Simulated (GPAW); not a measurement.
ZnO (zincite):

```
Zn O
1.0
     3.24931    0.00000    0.00000
    -1.62465    2.81398    0.00000
     0.00000    0.00000    5.20571
Zn O
2 2
Direct
  0.66667 0.33333 0.00000
  0.33333 0.66667 0.50000
  0.33333 0.66667 0.87901
  0.66667 0.33333 0.37901
```

Base run:

- Program: GPAW 26.7.0
- Functional: GLLB-SC
- Potentials or basis: the program's PAW data sets (release 1.2.1) made for this functional
- Cutoff: 800 eV
- Basis: pw
- k mesh: 6 × 6 × 3
- Occupations: fermi-dirac, width 0.05 eV
- Spin: no spin polarisation

Its results: band gap on the k mesh with the derivative discontinuity 2.34 eV.

Question: The run is repeated on the same cell with these changes: functional from GLLB-SC to revPBE. What comes out?

Answer: Band gap on the k mesh 0.87 eV, direct.

Caveats: the GLLB-SC gap is the Kohn-Sham gap of the path plus the derivative discontinuity (some runs); a model potential gives levels but no total energy (some runs); an odd mesh through Γ misses points on the zone boundary, where band edges often lie (some runs).

Not every run made on this cell is shown here.
